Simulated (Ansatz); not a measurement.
# Strain and the gap of NaF (zincblende)

NaF built on the zincblende prototype, relaxed with r2SCAN in Ansatz 0.2.0. Space group F-43m (No. 216), cubic; a = 5.063 Å in the conventional setting, 16.22 Å³ an atom. Na is surrounded by 4 F at 2.19 Å; F is surrounded by 4 Na at 2.19 Å.

The axes x, y and z are those of this cell:
```yaml
crystal:
  lattice:
    - [0.00000, 2.53126, 2.53126]
    - [2.53126, 0.00000, 2.53126]
    - [2.53126, 2.53126, 0.00000]
  atoms:
    - { symbol: Na, position: [0.00000, 0.00000, 0.00000] }
    - { symbol: F, position: [0.25000, 0.25000, 0.25000] }
```

Unstrained: With PBE the gap is 5.628 eV and direct, at Γ. r2SCAN gives an indirect gap of 6.257 eV, from Γ–K (0.19 of the way from Γ) to Γ; the least direct gap is 6.257 eV at Γ. Least and direct gap differ so little that the kind isn't settled. With HSE06 the gap is 7.664 eV and direct, at Γ. Meshes: PBE 8×8×8, r2SCAN 8×8×8, HSE06 6×6×6. Strains are changes of length per length, and xy shears are angles. After each strain the atoms were relaxed again with r2SCAN within the symmetry that the strain leaves, so tilts or polar shifts that break it weren't tested; points keep the names that they have in the unstrained zone. Under uniaxial strain the other axes carry as much stress as the strained one: the cell is very soft in shear and may be mechanically unstable. No spin polarisation and no zero-point or thermal motion; the cell was built from a prototype and may be hypothetical.

Changes of the least gap in eV (an overlap counts as a negative gap):
```tsv
strain	volume change (%)	space group	PBE	r2SCAN	HSE06	energy rise, r2SCAN (meV/atom)
epitaxial -3.0 % in the xy plane, free normal strain +4.93 %	-1.3	I-4m2	-0.006	-0.004	0.000	1.4
isotropic -4.0 % on every length	-11.5	F-43m	+0.428	+0.422	+0.477	31.8
uniaxial +0.5 % along [111]	+0.5	R3m	-0.020	-0.020	-0.022	0.1
xy shear, engineering strain (angle) +3.0 %	0.0	Imm2	-0.034	-0.033	-0.034	0.7
uniaxial -4.0 % along x	-4.0	I-4m2	+0.120	+0.119	+0.135	3.3
```

Epitaxial -3.0 % in the xy plane, free normal strain +4.93 %. HSE06: the gap goes from 7.664 to 7.664 eV (0.000 eV); it turns from direct (Γ) to indirect ((0.156, 0.156, 1/3) → Γ); least and direct gap lie within 0.04 eV, so its kind isn't settled; with r2SCAN the top three valence levels at Γ, degenerate before, become 2+1 from the top over 61 meV. Stress change with r2SCAN, compression positive: xx +0.52, yy +0.52, zz 0.00 GPa.

Isotropic -4.0 % on every length. HSE06: the gap goes from 7.664 to 8.141 eV (+0.477 eV); least and direct gap lie within 0.04 eV, so its kind isn't settled. Stress change with r2SCAN, compression positive: xx +6.06, yy +6.06, zz +6.06 GPa.

Uniaxial +0.5 % along [111], other directions held. r2SCAN: the gap goes from 6.257 to 6.237 eV (-0.020 eV); least and direct gap lie within 0.04 eV, so its kind isn't settled. HSE06: the gap goes from 7.664 to 7.642 eV (-0.022 eV). Stress change with r2SCAN, compression positive: xx -0.19, yy -0.19, zz -0.19, xy -0.05, xz -0.05, yz -0.05 GPa.

Xy shear, engineering strain (angle) +3.0 %. r2SCAN: the gap goes from 6.257 to 6.224 eV (-0.033 eV); least and direct gap lie within 0.04 eV, so its kind isn't settled. HSE06: the gap goes from 7.664 to 7.630 eV (-0.034 eV); with r2SCAN the top three valence levels at Γ, degenerate before, become 1+1+1 from the top over 59 meV. Stress change with r2SCAN, compression positive: xx -0.01, yy -0.01, zz -0.03, xy -0.42 GPa.

Uniaxial -4.0 % along x, other directions held. r2SCAN: the gap goes from 6.257 to 6.376 eV (+0.119 eV); least and direct gap lie within 0.04 eV, so its kind isn't settled. HSE06: the gap goes from 7.664 to 7.799 eV (+0.135 eV); with r2SCAN the top three valence levels at Γ, degenerate before, become 1+2 from the top over 22 meV. Stress change with r2SCAN, compression positive: xx +1.61, yy +1.64, zz +1.64 GPa.

Where an edge lies off the special points, it is a point of the mesh or the k point where a search put PBE's edge or least direct gap, reused for the other functionals, whose own edges may lie a little apart.

Coordinates of k points refer to the reciprocal vectors of the primitive cell of the runs.

The meshes of the hybrids are coarse, so their gaps aren't converged to the digits shown.

The splittings at Γ are without spin-orbit coupling, which regroups them where it is of like size or larger.
